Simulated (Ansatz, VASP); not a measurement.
**WSe3: VASP beside Ansatz**

```
W Se
1.0
     4.85861    0.00000    0.00000
     0.00000    4.85861    0.00000
     0.00000    0.00000    4.85861
W Se
1 3
Cartesian
  0.0000 0.0000 0.0000
  0.0000 0.0000 2.4293
  0.0000 2.4293 0.0000
  2.4293 0.0000 0.0000
```

Alike in both runs: task single point; functional PBEsol; k mesh 10 × 10 × 10; occupations fermi-dirac, width 0.15 eV; no spin polarisation.

|  | VASP | Ansatz |
| --- | --- | --- |
| version | VASP 6.6.1 | Ansatz 0.2.0 |
| potentials or method | VASP PAW PBE potentials, release 64 (W_sv, Se) | scalar-relativistic, plane waves, PAW |
| plane-wave cutoff (eV) | 520 | 420 |
| valence electrons in the cell | 32 | 62 |

```csv
,VASP,Ansatz,Ansatz less VASP
gap on the k mesh at the Fermi level (eV),none,none,-
pressure (GPa),1.9,1.7,-0.20
```

A gap of «none» marks a metal or a gap that the smearing closes. The two sets of potentials don't hold the same shells in valence.

Caveats: the PAW data sets were made with another functional, which shifts forces and pressure a little (VASP). The runs have no spin-orbit coupling, so splittings on W are missing.
